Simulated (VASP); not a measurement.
# C (Fd-3m) in VASP: a series of runs, part 2 of 2

VASP 6.6.1. Earlier steps stand in the parts before.

## Step 3: Relaxation of cell and atoms, PBE

This run uses another cell than the first one, of 5.70 Å³/atom, 1.004 times its volume.

File INCAR:

```
ALGO = Normal ; EDIFF = 1E-7
EDIFFG = -0.005 ; ENCUT = 600
GGA = PE ; IBRION = 2
ISIF = 3 ; ISMEAR = 0
KPAR = 2 ; LASPH = T
LCHARG = F ; LREAL = F
LWAVE = F ; NELM = 80
NSW = 90 ; PREC = Accurate
SIGMA = 0.03
```

File KPOINTS:

```
k-points
0
Gamma
  14 14 14
```

File POSCAR:

```
C                                       
1.0
   -0.0000000000      1.7858054497      1.7858054497
    1.7858054497     -0.0000000000      1.7858054497
    1.7858054497      1.7858054497     -0.0000000000
  C             
     2
Direct
     0.0000000000000000    0.0000000000000000    0.0000000000000000
     0.2500000000000000    0.2500000000000000    0.2500000000000000
```

Potentials or basis: VASP PAW PBE potentials, release 64 (C).

On the command line:

```
> cat potpaw_PBE.64/C/POTCAR > POTCAR
> mpirun -np 2 vasp_std > vasp.out
```

OUTCAR:

```text
EDIFF = 1E-7
   EDIFFG = -0.005
   ENCUT = 600
   GGA = PE
   IBRION = 2
   ISIF = 3
   ISMEAR = 0
   LASPH = T
   LREAL = F
   NELM = 80
   NSW = 90
   PREC = Accurate

 ion  position               nearest neighbor table
   1  0.000  0.000  0.000-   2 1.55   2 1.55   2 1.55   2 1.55
   2  0.250  0.250  0.250-   1 1.55   1 1.55   1 1.55   1 1.55

  LATTYP: Found a face centered cubic cell.
 ALAT       =     3.5716108994

  Lattice vectors:

 A1 = (   0.0000000000,   1.7858054497,   1.7858054497)
 A2 = (   1.7858054497,   0.0000000000,   1.7858054497)
 A3 = (   1.7858054497,   1.7858054497,   0.0000000000)

Analysis of symmetry for initial positions (statically):
=====================================================================
 Subroutine PRICEL returns:
 Original cell was already a primitive cell.

 Routine SETGRP: Setting up the symmetry group for a
 face centered cubic supercell.

 Subroutine GETGRP returns: Found 48 space group operations
 (whereof 24 operations were pure point group operations)
 out of a pool of 48 trial point group operations.

The static configuration has the point symmetry T_d .
 The point group associated with its full space group is O_h .

Analysis of symmetry for dynamics (positions and initial velocities):
=====================================================================
 Subroutine PRICEL returns:
 Original cell was already a primitive cell.

 Routine SETGRP: Setting up the symmetry group for a
 face centered cubic supercell.

 Subroutine GETGRP returns: Found 48 space group operations
 (whereof 24 operations were pure point group operations)
 out of a pool of 48 trial point group operations.

The dynamic configuration has the point symmetry T_d .
 The point group associated with its full space group is O_h .

 Subroutine INISYM returns: Found 48 space group operations
 (whereof 24 operations are pure point group operations),
 and found     1 'primitive' translations

----------------------------------------------------------------------------------------

                                     Primitive cell

  volume of cell :      11.3902

  direct lattice vectors                    reciprocal lattice vectors
     0.000000000  1.785805450  1.785805450    -0.279985706  0.279985706  0.279985706
     1.785805450  0.000000000  1.785805450     0.279985706 -0.279985706  0.279985706
     1.785805450  1.785805450  0.000000000     0.279985706  0.279985706 -0.279985706

  length of vectors
     2.525510287  2.525510287  2.525510287     0.484949469  0.484949469  0.484949469

  position of ions in fractional coordinates (direct lattice)
     0.000000000  0.000000000  0.000000000
     0.250000000  0.250000000  0.250000000

  ion indices of the primitive-cell ions
   primitive index   ion index
                 1           1
                 2           2

----------------------------------------------------------------------------------------

 KPOINTS: k-points

Automatic generation of k-mesh.
 Grid dimensions read from file:
 generate k-points for:   14   14   14

 Generating k-lattice:

[... 20 lines left out ...]
  0.142857  0.000000  0.000000      8.000000
  0.214286  0.000000  0.000000      8.000000
  0.285714  0.000000  0.000000      8.000000
  0.357143  0.000000  0.000000      8.000000
[... 16 lines left out ...]
  0.214286  0.142857  0.000000     24.000000
  0.285714  0.142857  0.000000     24.000000
 [... further k-points ...]
   k-points           NKPTS =    104   k-points in BZ     NKDIM =    104   number of bands    NBANDS=      8
   number of dos      NEDOS =    301   number of ions     NIONS =      2
   total plane-waves  NPLWV =   8000
   dimension x,y,z NGX =    20 NGY =   20 NGZ =   20
   dimension x,y,z NGXF=    40 NGYF=   40 NGZF=   40
   ions per type =               2
   NGX,Y,Z   is equivalent  to a cutoff of  13.17, 13.17, 13.17 a.u.
   NGXF,Y,Z  is equivalent  to a cutoff of  26.33, 26.33, 26.33 a.u.
 SYSTEM =  unknown system
   PREC   = accura    normal or accurate (medium, high low for compatibility)
   ISTART =      0    job   : 0-new  1-cont  2-samecut
   ICHARG =      2    charge: 1-file 2-atom 10-const
   ISPIN  =      1    spin polarized calculation?
   LNONCOLLINEAR =      F non collinear calculations
   LSORBIT =      F    spin-orbit coupling
   LASPH  =      T    aspherical Exc in radial PAW
   ENCUT  =  600.0 eV  44.10 Ry    6.64 a.u.   5.04  5.04  5.04*2*pi/ulx,y,z
   NELM   =     80;   NELMIN=  2; NELMDL= -5     # of ELM steps
   EDIFF  = 0.1E-06   stopping-criterion for ELM
   LREAL  =      F    real-space projection
   EDIFFG = -.5E-02   stopping-criterion for IOM
   NSW    =     90    number of steps for IOM
   IBRION =      2    ionic relax: 0-MD 1-quasi-New 2-CG
   NFREE  =      1    steps in history (QN), initial steepest desc. (CG)
   ISIF   =      3    stress and relaxation
   ISYM   =      2    0-nonsym 1-usesym 2-fastsym
   POTIM  = 0.5000    time-step for ionic-motion
   TEBEG  =    0.0;   TEEND  =   0.0 temperature during run
   PSTRESS=    0.0 pullay stress
   NELECT =       8.0000    total number of electrons
   NUPDOWN=      -1.0000    fix difference up-down
   EMIN   =  10.00;   EMAX   =-10.00  energy-range for DOS
   EFERMI =   0.00;   METHOD = LEGACY
   ISMEAR =     0;   SIGMA  =   0.03  broadening in eV -4-tet -1-fermi 0-gaus
   EFERMI_NEDOS =   21; number of points for ismear=-14 and -15
   IALGO  =     38    algorithm
   IMIX   =      4    mixing-type and parameters
     AMIX     =   0.40;   BMIX     =  1.00
     AMIX_MAG =   1.60;   BMIX_MAG =  1.00
  volume/ion in A,a.u.               =       5.70        38.43
  Fermi-wavevector in a.u.,A,eV,Ry     =   1.455216  2.749959 28.812412  2.117653
  Thomas-Fermi vector in A             =   2.572276
   LORBIT       =      0    0 simple, 1 ext, 2 COOP (PROOUT), +10 PAW based schemes
   GGA     = PE    functional components
   LHFCALC =     F    Hartree Fock is set to
   AEXX    =    0.0000 exact exchange contribution
   IVDW    =     0    specifies the selected vdW correction
   LEPSILON=     F    determine dielectric tensor
   LRPA    =     F    only Hartree local field effects (RPA)
 conjugate gradient relaxation of ions
 non-spin polarized calculation
 Gauss-broadening in eV      SIGMA  =   0.03
  energy-cutoff  :      600.00
  volume of cell :       11.39
 maximum number of plane-waves:       392
   NGX =  9   NGY =  9   NGZ =  9

 number of electron       7.9999999 magnetization

 Free energy of the ion-electron system (eV)
  ---------------------------------------------------
  ext. energy  EPLUGINS =         0.00000000
  ---------------------------------------------------
  free energy    TOTEN  =       -18.19054292 eV

  energy without entropy =      -18.19054292  energy(sigma->0) =      -18.19054292

 E-fermi :   9.8568     XC(G=0): -13.2301

 val. band max:        9.6693633594   @ k =   0.0000   0.0000   0.0000
 cond. band min:      13.7900647803   @ k =   0.3571   0.3571   0.0000
 fundamental gap:      4.1207014209
 Fermi energy:         9.8568423944

 k-point     1 :       0.0000    0.0000    0.0000
  band No.  band energies     occupation
      1     -11.7521      2.00000
      2       9.6694      2.00000
      3       9.6694      2.00000
      4       9.6694      2.00000
      5      15.2483      0.00000
      6      15.2483      0.00000
      7      15.2483      0.00000
      8      22.9070      0.00000
[... 243 lines left out ...]
 k-point    24 :       0.2857    0.1429    0.0000
  band No.  band energies     occupation
      1      -9.7069      2.00000
      2       3.6671      2.00000
      3       6.3656      2.00000
      4       7.0801      2.00000
      5      15.5710      0.00000
      6      19.6029      0.00000
      7      19.7107      0.00000
      8      22.0176      0.00000

 [... further k-points ...]

------------------------ aborting loop because EDIFF is reached ----------------------------------------

  FORCE on cell =-STRESS in cart. coord.  units (eV):
  Direction    XX          YY          ZZ          XY          YZ          ZX
  --------------------------------------------------------------------------------------
  -------------------------------------------------------------------------------------
  Total       -0.0012382     -0.0012382     -0.0012382      0.0000000      0.0000000      0.0000000
  in kB       -0.1741738     -0.1741738     -0.1741738      0.0000000      0.0000000      0.0000000
  external PRESSURE =      -0.1741738 kB  Pullay stress =       0.0000000 kB

 VOLUME and BASIS-vectors are now :
 -----------------------------------------------------------------------------
  energy-cutoff  :      600.00
  volume of cell :       11.39
      direct lattice vectors                 reciprocal lattice vectors
     0.000000000  1.785805450  1.785805450    -0.279985706  0.279985706  0.279985706
     1.785805450  0.000000000  1.785805450     0.279985706 -0.279985706  0.279985706
     1.785805450  1.785805450  0.000000000     0.279985706  0.279985706 -0.279985706

 POSITION                                       TOTAL-FORCE (eV/Angst)
 -----------------------------------------------------------------------------------
      0.00000      0.00000      0.00000        -0.000000     -0.000000     -0.000000
      0.89290      0.89290      0.89290         0.000000      0.000000      0.000000
 -----------------------------------------------------------------------------------
    total drift:                                0.000000      0.000000      0.000000

  FREE ENERGIE OF THE ION-ELECTRON SYSTEM (eV)
  ---------------------------------------------------
  free  energy   TOTEN  =       -18.1905429241 eV

  energy  without entropy=      -18.1905429241  energy(sigma->0) =      -18.19054292

 reached required accuracy - stopping structural energy minimisation
```

CONTCAR:

```text
C
   1.00000000000000
     0.0000000000000000    1.7858054497000000    1.7858054497000000
     1.7858054497000000    0.0000000000000000    1.7858054497000000
     1.7858054497000000    1.7858054497000000    0.0000000000000000
  C
     2
Direct
     0.0000000000000000    0.0000000000000000    0.0000000000000000
     0.2500000000000000    0.2500000000000000    0.2500000000000000

  0.00000000E+00  0.00000000E+00  0.00000000E+00
  0.00000000E+00  0.00000000E+00  0.00000000E+00
```

It took 3.8 s on 2 MPI ranks of Intel Xeon Platinum 8488C (Sapphire Rapids), shared host; peak memory 0.11 GiB.

What came out:

```yaml
Free_energy: -18.1905 eV
Pressure_after_relaxing: 0.0 GPa
Band_gap_on_the_k_mesh: 4.12 eV, indirect (least direct gap 5.58 eV)
```

Final structure:
```
CELL_PARAMETERS angstrom
0.00000 1.78581 1.78581
1.78581 0.00000 1.78581
1.78581 1.78581 0.00000
ATOMIC_POSITIONS crystal
C 0.00000 0.00000 0.00000
C 0.25000 0.25000 0.25000
```

Caveat: the relaxation stopped at its first step, so nothing moved.
